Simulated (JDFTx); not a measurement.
# Y under changes of volume

One of the cells (33.012 Å³/atom); the others are scaled copies at fixed shape and fractional positions:

```xyz
2
Lattice="3.6474 0.0000 0.0000 -1.8237 3.1587 0.0000 0.0000 0.0000 5.7306" Properties=species:S:1:pos:R:3 pbc="T T T"
Y     1.8237    1.0529    4.2980
Y     0.0000    2.1058    1.4326
```

* Program: JDFTx 1.7.0 (patched build)
* Functional: RPBE
* Potentials or basis: PseudoDojo-SR-PBE-0.5-standard
* Cutoff: 980 eV
* Density cutoff: 7837 eV
* k mesh: 8 × 8 × 5
* Occupations: fermi-dirac, width 0.05 eV
* Spin: no spin polarisation

| volume (Å³/atom) | energy over the lowest point (meV/atom) | pressure (GPa) |
| --- | --- | --- |
| 31.031 | ? | ? |
| 31.691 | 23.68 | 3.2 |
| 32.351 | 12.36 | 2.3 |
| 33.012 | 4.83 | 1.4 |
| 33.672 | 0.80 | 0.6 |
| 34.332 | 0.00 | -0.2 |
| 34.992 | 2.18 | -0.9 |

**Question.** What does the run at 31.031 Å³/atom give?

**Answer.** Energy over the lowest point 39.05 meV/atom; pressure 4.2 GPa.

Worked out: A Birch-Murnaghan fit of order 3 (a polynomial in V^(-2/3)) to the other rows has its minimum at 34.17 Å³/atom with B0 = V·E''(V) = 38 GPa and B' = 3.1 at fixed shape and positions, which overstates the stiffness. It gives 39.10 meV/atom at 31.031 Å³/atom, against the run's 39.05, and -dE/dV = 4.3 GPa, against 4.2.

Energies are extrapolated to zero smearing.

Caveats: the potentials were made for another functional, which shifts forces and pressure.
